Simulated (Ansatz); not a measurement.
Te2Mo under strain: Electric field gradients

The cell is a structure deposited in the COD, relaxed with PBE at fixed cell and then changed (z stretched by 1 %, ions relaxed).

```yaml
crystal:
  lattice:
    - [3.51820, 0.00000, 0.00000]
    - [-1.75910, 3.04685, 0.00000]
    - [0.00000, 0.00000, 14.11334]
  atoms:
    - { symbol: Te, position: [0.33333, 0.66667, 0.62121] }
    - { symbol: Te, position: [0.66667, 0.33333, 0.12121] }
    - { symbol: Te, position: [0.33333, 0.66667, 0.87879] }
    - { symbol: Te, position: [0.66667, 0.33333, 0.37879] }
    - { symbol: Mo, position: [0.33333, 0.66667, 0.25000] }
    - { symbol: Mo, position: [0.66667, 0.33333, 0.75000] }
```

Atom numbers follow the list; atoms alike are taken as one site, whose name carries the number of the first.

The numbers come from a DFT calculation in Ansatz (PBE, plane waves and PAW, scalar-relativistic, 420 eV cutoff, Γ-centred 14×14×3 k-points, Fermi–Dirac smearing 0.02 eV).

C_Q = eQV_zz/h, which is 24.18 MHz for Q = 1 b and V_zz = 10²¹ V/m²; η = (V_xx − V_yy)/V_zz.

⁹⁷Mo: I = 5/2, Q = 255.0 mb. Q values from Pyykkö, Mol. Phys. 116, 1328 (2018).

| site | atoms (order as listed) | first shell | V_zz (10²¹ V/m²) | η | C_Q (MHz) |
| --- | --- | --- | --- | --- | --- |
| Te | 1, 2, 3, 4 | 3 Mo at 2.73 Å | -18.34 | 0.00 | – |
| Mo | 5, 6 | 6 Te at 2.73 Å | -6.31 | 0.00 | -38.9 |

An axis of threefold or higher order runs through Te and Mo, so V_zz lies along it and η is zero.

Te has no stable isotope with a ground-state quadrupole moment in the table, so no C_Q is given.

Without spin–orbit coupling the gradients at and beside Te can be off by some per cent, at some sites by more.

The relaxation (3 steps) took 41 s of wall time (41 s of CPU time) and 0.67 GiB at its peak, on 1 thread of Intel Xeon 6975P-C (Granite Rapids) (x86_64; 16 cores open to the job, memory cap 3.0 GiB, no GPU), a shared host with a load of 0.9 a core.
